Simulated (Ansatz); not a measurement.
# Tl: restoring forces

Aim: deform Tl (atom 2 (Tl) moved by (0.035, 0.035, 0.000) Å) and compute stress, forces and field gradients with LAPW, PAW and all-electron datasets made for the crystal.

Program: Ansatz 0.2.0. Level of theory: DFT PBE, scalar-relativistic. These are calculated values, not measurements.

1 further run of the same task is left out (it didn't finish). Runs told in other sessions of the task aren't counted.

## 1. The structure to begin with

The structure is hexagonal, space group P6_3/mmc (No. 194). Conventional cell: a = 3.456 Å, b = 3.456 Å, c = 5.525 Å, α = 90.00°, β = 90.00°, γ = 120.00°. Tl (site symmetry -6m2) is surrounded by 12 Tl at 3.41 to 3.46 Å.

Structure file:

```
Tl
1.0
     3.45600    0.00000    0.00000
    -1.72800    2.99298    0.00000
     0.00000    0.00000    5.52500
Tl
2
Direct
  0.33333 0.66667 0.25000
  0.66667 0.33333 0.75000
```

Atoms are numbered in the order of the input: Tl1, Tl2.

## 2. The deformed structure

Space group P6_3/mmc before, P2_1/m after.

## 3. Full-potential LAPW

Contents of input.yaml:

```yaml
crystal:
  lattice:
    - [3.4559983565, 0.0, 0.0]
    - [-1.7279991783, 2.9929823722, 0.0]
    - [0.0, 0.0, 5.525]
  atoms:
    - { symbol: Tl, position: [0.3333333333, 0.6666666667, 0.25] }
    - { symbol: Tl, position: [0.6828030224, 0.3451459655, 0.75] }
kpoints:
  mp_grid: { grid: [11, 11, 6] }
scf:
  occupations: { method: fermi_dirac, width: 0.05 }
hamiltonian:
  xc: pbe
  pseudopotentials: { kind: all_electron, lapw: { basis_error: 0.0005 } }
output:
  forces: true
  stress: true
  eigenvalues: true
```

On the command line:

```bash
> ansatz run input.yaml --threads 1 --pin off --max-ram 2048MiB --backend cpu --events-out ev --progress --plain --runs-dir out
```

## 4. PAW on the default files

input.yaml, as its differences from that of step 3:

```diff
@@ -14,3 +14,3 @@
   xc: pbe
-  pseudopotentials: { kind: all_electron, lapw: { basis_error: 0.0005 } }
+  pseudopotentials: { kind: paw }
 output:
@@ -19 +19,2 @@
   eigenvalues: true
+  efg: { contact_densities: true }
```

## 5. All-electron PAW on datasets made for the crystal

input.yaml, as its differences from that of step 4:

```diff
@@ -14,3 +14,3 @@
   xc: pbe
-  pseudopotentials: { kind: paw }
+  pseudopotentials: { kind: all_electron, datasets: crystal }
 output:
```

(Steps that only read results are left out.)

Q: Predict the outcome of this session. Wanted: pressure; largest shear or deviatoric stress; force on Tl2 along the move.

The runs gave:

```
                                 quantity                                           value
                                 pressure  LAPW 3.21, PAW 3.20, crystal datasets 3.21 GPa
largest shear or deviatoric stress (LAPW)                                        0.17 GPa
              force on Tl2 along the move                                     -0.015 eV/Å
```

The force on Tl2 points against the move; no run of the undisplaced cell is shown, so any force that was there before is in it. No run of the undeformed cell stands beside it, so pressure and stress hold what the given cell had before the change, as far as its symmetry allows. PAW: stress within 0.01 GPa of LAPW. Crystal datasets: stress within 0.01 GPa of LAPW. Spin-orbit coupling is left out, though the cell holds Tl; in elements this heavy it can shift bands and gaps by tenths of an eV.
